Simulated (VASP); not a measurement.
A run of VASP 6.6.1:

INCAR

```
SYSTEM = CaS
  PREC = Accurate
  ENCUT = 550
  EDIFF = 1E-6
  ISMEAR = 0
  SIGMA = 0.02
  LREAL = .False.
  LASPH = .True.
  NELM = 120
  ALGO = Normal
  ISIF = 3
  LWAVE = .False.
  LCHARG = .False.
  GGA = PE
  IVDW = 13
  IBRION = 2
  NSW = 40
  EDIFFG = -0.005
  KPAR = 4
```

Contents of KPOINTS:

```
regular mesh
0
Gamma
  8 8 8
  0 0 0
```

Contents of POSCAR:

```
CaS
1.0
    0.0000000000      2.8250000000      2.8250000000
    2.8250000000      0.0000000000      2.8250000000
    2.8250000000      2.8250000000      0.0000000000
Ca S
1 1
Direct
    0.0000000000      0.0000000000      0.0000000000
    0.5000000000      0.5000000000      0.5000000000
```

Potentials or basis: VASP PAW PBE potentials, release 64 (Ca_sv, S).

Command:

```bash
$ cat potpaw_PBE.64/Ca_sv/POTCAR potpaw_PBE.64/S/POTCAR > POTCAR
$ mpirun -np 4 vasp_std > vasp.out
```

Hardware: 4 MPI ranks on Intel(R) Xeon(R) Platinum 8559C (Emerald Rapids), on a shared host.

Problem. How long does it take, and how much memory?

Solution. It took 18 s on 4 MPI ranks on Intel(R) Xeon(R) Platinum 8559C (Emerald Rapids) (shared host), peak memory 0.19 GiB a rank. Counts: scf iterations 25, k points 29, ion steps 3.
